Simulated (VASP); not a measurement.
SnTe, 2 atoms in the cell. It takes space group Pm-3m (No. 221, cubic). The conventional cell has a = 3.905 Å, b = 3.905 Å, c = 3.905 Å, α = 90.00°, β = 90.00°, γ = 90.00°. Te (site symmetry m-3m) is surrounded by 8 Sn at 3.38 Å. Around Sn (site symmetry m-3m) lie 8 Te at 3.38 Å. Measurements of this composition are mostly on another form, of space group No. 225.

| Quantity | Value |
| --- | --- |
| Program | VASP 6.6.1 |
| Task | single point |
| Functional | LDA |
| Potentials or basis | VASP PAW LDA potentials, release 64 (Te, Sn_d) |
| Cutoff | 900 eV |
| k mesh | 9 × 9 × 9 |
| Occupations | gaussian, width 0.02 eV |
| Spin | no spin polarisation |
| Further INCAR settings | ADDGRID = False; ALGO = Normal; EDIFF = 1e-08 |

Potentials or basis: VASP PAW LDA potentials, release 64 (Te, Sn_d).

Command:

```sh
$ cat potpaw_LDA.64/Te/POTCAR potpaw_LDA.64/Sn_d/POTCAR > POTCAR
$ mpirun -np 1 vasp_std > vasp.out
```

Hardware: 1 thread of AMD EPYC 9R14 (Zen 4), on a shared host.

Question: Estimate the wall time of this run.

Answer: Wall time 36 s on 1 thread of AMD EPYC 9R14 (Zen 4), on a shared host, peak memory 0.21 GiB. Counts: scf iterations 13, k points 35.
